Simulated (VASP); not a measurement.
# MgI2 (P-3m1) in VASP: relaxation of cell and atoms with PBE+D3(BJ)

Aim: the relaxation of cell and atoms of MgI2 with PBE+D3(BJ).

Program: VASP 6.6.1. These are calculated values, not measurements. Logs are shortened: lines on timing, memory, paths and dates and some standing lists are left out, and cuts for length are marked.

**1. The structure**

Symmetry: P-3m1, No. 164, trigonal system. Conventional cell: a = 4.154 Å, b = 4.154 Å, c = 6.862 Å, α = 90.00°, β = 90.00°, γ = 120.00°. Mg (site symmetry -3m) has 6 I at 2.92 Å as nearest neighbours. I (site symmetry 3m) is surrounded by 3 Mg at 2.92 Å.

**2. Relaxation of cell and atoms, PBE+D3(BJ)**

INCAR

```
SYSTEM = MgI2
ALGO = Fast
EDIFF = 1E-7
EDIFFG = -0.004
ENCUT = 600
GGA = PE
IBRION = 2
ISIF = 3
ISMEAR = 0
IVDW = 12
LASPH = .True.
LCHARG = .False.
LREAL = .False.
LWAVE = .False.
NELM = 60
NSW = 80
PREC = Accurate
SIGMA = 0.02
```

KPOINTS

```
k-points
0
Gamma
  6 6 4
  0 0 0
```

POSCAR

```
MgI2
1.0
    4.1537000000      0.0000000000      0.0000000000
   -2.0768500000      3.5972097200      0.0000000000
    0.0000000000      0.0000000000      6.8620000000
Mg I
1 2
Direct
    0.0000000000      0.0000000000      0.0000000000
    0.3333333300      0.6666666700      0.7576300000
    0.6666666700      0.3333333300      0.2423700000
```

Potentials or basis: VASP PAW PBE potentials, release 64 (Mg, I).

Run with:

```
cat potpaw_PBE.64/Mg/POTCAR potpaw_PBE.64/I/POTCAR > POTCAR
mpirun -np 1 vasp_std > vasp.out
```

OUTCAR:

```text
SYSTEM = MgI2
   EDIFF = 1E-7
   EDIFFG = -0.004
   ENCUT = 600
   GGA = PE
   IBRION = 2
   ISIF = 3
   ISMEAR = 0
   IVDW = 12
   LASPH = .True.
   LREAL = .False.
   NELM = 60
   NSW = 80
   PREC = Accurate
 IVDW          = 12

 ion  position               nearest neighbor table
   1  0.000  0.000  0.000-   2 2.92   3 2.92   3 2.92   2 2.92   3 2.92   2 2.92
   2  0.333  0.667  0.758-   1 2.92   1 2.92   1 2.92
   3  0.667  0.333  0.242-   1 2.92   1 2.92   1 2.92

  LATTYP: Found a hexagonal cell.
 ALAT       =     4.1537000000
 C/A-ratio  =     1.6520210896

  Lattice vectors:

 A1 = (   4.1537000000,   0.0000000000,   0.0000000000)
 A2 = (  -2.0768500000,   3.5972097200,   0.0000000000)
 A3 = (   0.0000000000,   0.0000000000,   6.8620000000)

Analysis of symmetry for initial positions (statically):
=====================================================================
 Subroutine PRICEL returns:
 Original cell was already a primitive cell.

 Routine SETGRP: Setting up the symmetry group for a
 hexagonal supercell.

 Subroutine GETGRP returns: Found 12 space group operations
 (whereof 12 operations were pure point group operations)
 out of a pool of 24 trial point group operations.

The static configuration has the point symmetry D_3d.

Analysis of symmetry for dynamics (positions and initial velocities):
=====================================================================
 Subroutine PRICEL returns:
 Original cell was already a primitive cell.

 Routine SETGRP: Setting up the symmetry group for a
 hexagonal supercell.

 Subroutine GETGRP returns: Found 12 space group operations
 (whereof 12 operations were pure point group operations)
 out of a pool of 24 trial point group operations.

The dynamic configuration has the point symmetry D_3d.

 Subroutine INISYM returns: Found 12 space group operations
 (whereof 12 operations are pure point group operations),
 and found     1 'primitive' translations

----------------------------------------------------------------------------------------

                                     Primitive cell

  volume of cell :     102.5302

  direct lattice vectors                    reciprocal lattice vectors
     4.153700000  0.000000000  0.000000000     0.240749212  0.138996622  0.000000000
    -2.076850000  3.597209720  0.000000000     0.000000000  0.277993244  0.000000000
     0.000000000  0.000000000  6.862000000     0.000000000  0.000000000  0.145730108

  length of vectors
     4.153700000  4.153700000  6.862000000     0.277993244  0.277993244  0.145730108

  position of ions in fractional coordinates (direct lattice)
     0.000000000  0.000000000  0.000000000
     0.333333330  0.666666670  0.757630000
     0.666666670  0.333333330  0.242370000

  ion indices of the primitive-cell ions
   primitive index   ion index
                 1           1
                 2           2
                 3           3

----------------------------------------------------------------------------------------

 KPOINTS: k-points

Automatic generation of k-mesh.
 Grid dimensions read from file:
 generate k-points for:    6    6    4

 Generating k-lattice:

  Cartesian coordinates                     Fractional coordinates (reciprocal lattice)
     0.040124869  0.023166104  0.000000000     0.166666667  0.000000000  0.000000000
     0.000000000  0.046332207  0.000000000     0.000000000  0.166666667  0.000000000
     0.000000000  0.000000000  0.036432527     0.000000000  0.000000000  0.250000000

  Length of vectors
     0.046332207  0.046332207  0.036432527

  Shift w.r.t. Gamma in fractional coordinates (k-lattice)
     0.000000000  0.000000000  0.000000000

 Subroutine IBZKPT returns following result:
 ===========================================

 Found     24 irreducible k-points:

 Following reciprocal coordinates:
            Coordinates               Weight
  0.000000  0.000000  0.000000      1.000000
  0.166667  0.000000  0.000000      6.000000
  0.333333  0.000000  0.000000      6.000000
  0.500000  0.000000  0.000000      3.000000
  0.166667  0.166667  0.000000      6.000000
  0.333333  0.166667  0.000000     12.000000
[... 16 lines left out ...]
  0.333333  0.166667  0.500000     12.000000
  0.333333  0.333333  0.500000      2.000000
   k-points           NKPTS =     24   k-points in BZ     NKDIM =     24   number of bands    NBANDS=     12
   number of dos      NEDOS =    301   number of ions     NIONS =      3
   total plane-waves  NPLWV =  72576
   dimension x,y,z NGX =    36 NGY =   36 NGZ =   56
   dimension x,y,z NGXF=    72 NGYF=   72 NGZF=  112
   ions per type =               1   2
   NGX,Y,Z   is equivalent  to a cutoff of  14.41, 14.41, 13.57 a.u.
   NGXF,Y,Z  is equivalent  to a cutoff of  28.82, 28.82, 27.13 a.u.
 SYSTEM =  MgI2
   PREC   = accura    normal or accurate (medium, high low for compatibility)
   ISTART =      0    job   : 0-new  1-cont  2-samecut
   ICHARG =      2    charge: 1-file 2-atom 10-const
   ISPIN  =      1    spin polarized calculation?
   LNONCOLLINEAR =      F non collinear calculations
   LSORBIT =      F    spin-orbit coupling
   LASPH  =      T    aspherical Exc in radial PAW
   ENCUT  =  600.0 eV  44.10 Ry    6.64 a.u.   8.30  8.30 13.71*2*pi/ulx,y,z
   NELM   =     60;   NELMIN=  2; NELMDL= -5     # of ELM steps
   EDIFF  = 0.1E-06   stopping-criterion for ELM
   LREAL  =      F    real-space projection
   EDIFFG = -.4E-02   stopping-criterion for IOM
   NSW    =     80    number of steps for IOM
   IBRION =      2    ionic relax: 0-MD 1-quasi-New 2-CG
   NFREE  =      1    steps in history (QN), initial steepest desc. (CG)
   ISIF   =      3    stress and relaxation
   ISYM   =      2    0-nonsym 1-usesym 2-fastsym
   POTIM  = 0.5000    time-step for ionic-motion
   TEBEG  =    0.0;   TEEND  =   0.0 temperature during run
   PSTRESS=    0.0 pullay stress
   NELECT =      16.0000    total number of electrons
   NUPDOWN=      -1.0000    fix difference up-down
   EMIN   =  10.00;   EMAX   =-10.00  energy-range for DOS
   EFERMI =   0.00;   METHOD = LEGACY
   ISMEAR =     0;   SIGMA  =   0.02  broadening in eV -4-tet -1-fermi 0-gaus
   EFERMI_NEDOS =   21; number of points for ismear=-14 and -15
   IALGO  =     68    algorithm
   IMIX   =      4    mixing-type and parameters
     AMIX     =   0.40;   BMIX     =  1.00
     AMIX_MAG =   1.60;   BMIX_MAG =  1.00
  volume/ion in A,a.u.               =      34.18       230.64
  Fermi-wavevector in a.u.,A,eV,Ry     =   0.881382  1.665571 10.569477  0.776835
  Thomas-Fermi vector in A             =   2.001871
   LORBIT       =      0    0 simple, 1 ext, 2 COOP (PROOUT), +10 PAW based schemes
   GGA     = PE    functional components
   LHFCALC =     F    Hartree Fock is set to
   AEXX    =    0.0000 exact exchange contribution
   IVDW    =    12    specifies the selected vdW correction
   LEPSILON=     F    determine dielectric tensor
   LRPA    =     F    only Hartree local field effects (RPA)
 conjugate gradient relaxation of ions
 non-spin polarized calculation
 RMM-DIIS sequential band-by-band and
 Gauss-broadening in eV      SIGMA  =   0.02
  energy-cutoff  :      600.00
  volume of cell :      102.53
 maximum number of plane-waves:      3448
 NGX is ok and might be reduce to    36
   NGX = 17   NGY = 17   NGZ = 27

--------------------------------------- Ionic step        1  -------------------------------------------

 number of electron      16.0000001 magnetization

 Free energy of the ion-electron system (eV)
  ---------------------------------------------------
  ext. energy  EPLUGINS =         0.00000000
  ---------------------------------------------------
  free energy    TOTEN  =        -7.69557972 eV

  energy without entropy =       -7.69557972  energy(sigma->0) =       -7.69557972

------------------------ aborting loop because EDIFF is reached ----------------------------------------

 Edisp (eV)   -0.92788

 E8    (eV) :    -0.4152

  FORCE on cell =-STRESS in cart. coord.  units (eV):
  Direction    XX          YY          ZZ          XY          YZ          ZX
  --------------------------------------------------------------------------------------
  -------------------------------------------------------------------------------------
  Total      -0.27235    -0.27235    -0.04369     0.00000     0.00000     0.00000
  in kB      -4.25588    -4.25588    -0.68264     0.00000     0.00000     0.00000
  external pressure =       -3.06 kB  Pullay stress =        0.00 kB
[... 100 lines left out ...]
  FREE ENERGIE OF THE ION-ELECTRON SYSTEM (eV)
  ---------------------------------------------------
  free  energy   TOTEN  =        -8.6252162695 eV

  energy  without entropy=       -8.6252162695  energy(sigma->0) =       -8.62521627

[... ionic steps 4 to 11 ...]

--------------------------------------- Ionic step       12  -------------------------------------------

 number of electron      16.0000000 magnetization

------------------------ aborting loop because EDIFF is reached ----------------------------------------

 Edisp (eV)   -0.94609

 E8    (eV) :    -0.4234
[... 71 lines left out ...]
  energy  without entropy=       -8.6262526794  energy(sigma->0) =       -8.62625268

--------------------------------------- Ionic step       14  -------------------------------------------

 number of electron      16.0000000 magnetization

 Free energy of the ion-electron system (eV)
  ---------------------------------------------------
  ext. energy  EPLUGINS =         0.00000000
  ---------------------------------------------------
  free energy    TOTEN  =        -7.67873194 eV

  energy without entropy =       -7.67873194  energy(sigma->0) =       -7.67873194

 E-fermi :   2.5958     XC(G=0):  -8.3077

 val. band max:        2.5004279515   @ k =   0.0000   0.0000   0.0000
 cond. band min:       6.0244833811   @ k =   0.5000   0.0000   0.2500
 fundamental gap:      3.5240554296
 Fermi energy:         2.5957658049

 k-point     1 :       0.0000    0.0000    0.0000
  band No.  band energies     occupation
      1      -9.6425      2.00000
      2      -8.9095      2.00000
      3      -1.1466      2.00000
      4       2.0659      2.00000
      5       2.0659      2.00000
      6       2.4558      2.00000
      7       2.4558      2.00000
      8       2.5004      2.00000
      9       6.2568      0.00000
     10       7.3059      0.00000
     11       9.2498      0.00000
     12       9.2498      0.00000
[... 377 lines left out ...]
  FREE ENERGIE OF THE ION-ELECTRON SYSTEM (eV)
  ---------------------------------------------------
  free  energy   TOTEN  =        -8.6262545920 eV

  energy  without entropy=       -8.6262545920  energy(sigma->0) =       -8.62625459

 reached required accuracy - stopping structural energy minimisation
```

Wall time 6.4 min (1 thread of AMD EPYC 7R13 (Zen 3), shared host); peak memory 0.26 GiB.

What came out:

```
Free energy                            : -8.6263 eV
Relaxed volume                         : 33.50 Å³/atom
Relaxed cell                           : a = 4.122 Å, b = 4.122 Å, c = 6.830 Å, α = 90.00°, β = 90.00°, γ = 120.00°
Space group after relaxing (to 0.05 Å) : P-3m1 (No. 164)
Energy gained by relaxing              : 0.9 meV/atom
Ionic steps                            : 14
Pressure after relaxing                : 0.0 GPa
Band gap on the k mesh                 : 3.52 eV, indirect (least direct gap 3.76 eV)
Dispersion energy per atom             : -0.316 eV
```

Forces in eV/Å, atoms in the order of the input:
```
Mg   0.000  0.000  0.000
I    0.000  0.000 -0.002
I    0.000  0.000  0.002
```

Step by step:
```
step  energy change (eV)  largest force (eV/Å)  pressure (GPa)  volume (Å³)
   1              0.0000                0.0285           -0.31       102.53
   2             -0.0016                0.0575           -0.04       101.56
   3             -0.0018                0.0701            0.08       101.17
   4             -0.0023                0.0399            0.04       101.12
   5             -0.0024                0.0172            0.00       101.09
   6             -0.0025                0.0133           -0.02       101.10
   7             -0.0026                0.0013           -0.09       101.15
   8             -0.0026                0.0034           -0.08       101.07
   9             -0.0027                0.0084           -0.04       100.84
  10             -0.0027                0.0192            0.05       100.38
  11             -0.0027                0.0123           -0.01       100.69
  12             -0.0028                0.0104           -0.01       100.65
  13             -0.0028                0.0042            0.00       100.55
  14             -0.0028                0.0024            0.01       100.51
```

Final structure:
```
CELL_PARAMETERS angstrom
4.12217 0.00000 0.00000
-2.06109 3.56990 0.00000
0.00000 0.00000 6.83013
ATOMIC_POSITIONS crystal
Mg 0.00000 0.00000 0.00000
I 0.33333 0.66667 0.75468
I 0.66667 0.33333 0.24532
```

Levels at points of the mesh, in eV from the valence-band top:
```csv
k point,band 4,band 5,band 6,band 7,band 8,band 9,band 10,band 11,band 12
"(0.00, 0.00, 0.00)",-0.43,-0.43,-0.04,-0.04,0.00,3.76,4.81,6.75,6.75
"(0.50, 0.00, 0.00)",-2.87,-1.95,-1.39,-0.96,-0.45,3.65,5.32,5.44,6.93
"(0.00, 0.00, 0.50)",-1.55,-0.32,-0.32,-0.16,-0.16,4.75,4.90,6.56,6.56
"(0.50, 0.00, 0.50)",-3.29,-1.20,-1.16,-0.84,-0.72,3.54,5.17,5.62,6.01
```

Caveat: spin-orbit coupling is left out, which moves the levels of the heavy elements. PBE gaps usually lie below the measured ones, often by a third to a half.
